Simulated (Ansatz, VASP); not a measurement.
## One calculation of W3C, two programs

```xyz
4
Lattice="2.8546 0.0000 0.0000 -1.4273 2.4722 0.0000 0.0000 0.0000 20.1971" Properties=species:S:1:pos:R:3 pbc="T T T"
W     1.4273    0.8241    4.0000
W     0.0000    1.6481    6.3486
W     0.0000    0.0000    8.6971
C    -0.2379    0.4120   10.5173
```

Alike in both runs: functional PBE; k mesh 9 × 9 × 1; occupations gaussian, width 0.1 eV; no spin polarisation.

Ansatz relaxed the structure, and its values are those at the end. VASP's run is a single point on that final structure, the one shown.

```csv
,VASP,Ansatz
version,VASP 6.6.1,Ansatz 0.2.0
potentials or method,"VASP PAW PBE potentials, release 64 (W_sv, C)","scalar-relativistic, plane waves, PAW"
plane-wave cutoff (eV),520,420
valence electrons in the cell,46,46
```

Ansatz gave:

```
gap on the k mesh at the Fermi level (eV) : none
rms of the force components (eV/Å)        : 0.604
```

Question: Which values does VASP return?

Answer: gap on the k mesh at the Fermi level (eV): none; rms of the force components (eV/Å): 0.615.

A gap of «none» marks a metal or a gap that the smearing closes. With one functional, cell and mesh, what is left measures potentials, basis and numerics.

Spin-orbit coupling is left out, which matters for the levels of W.
